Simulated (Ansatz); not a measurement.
Stability checks on a candidate for CdS

It was relaxed at this level from a cell as deposited in COD.

All numbers below come from Ansatz, DFT PBE, scalar-relativistic, plane waves, PAW. The final run on the 4-atom cell used 420 eV, a Γ-centred 12×12×4 mesh, 0.02 eV smearing and no spin polarisation.

```
Cd S
1.0
     4.19712    0.00000    0.00000
    -2.09856    3.63481    0.00000
     0.00000    0.00000    6.82790
Cd S
2 2
Direct
  0.33333 0.66667 0.00416
  0.66667 0.33333 0.50416
  0.33333 0.66667 0.38084
  0.66667 0.33333 0.88084
```

Formation energies are uncorrected and refer to the elements' standard structures at the same level.

Q: These tests were run: energy against the elements; phonons on a 2×2×1 q mesh. What do they show?

A:

```tsv
test	result
energy against the elements	−0.660 eV/atom
phonons on a 2×2×1 q mesh	no imaginary mode on the mesh
```

It fails none of these tests. Competing phases weren't compared here.

The reference form of S is held partly by dispersion forces, which this level lacks. The run for the phonons used a 12×12×4 k mesh.
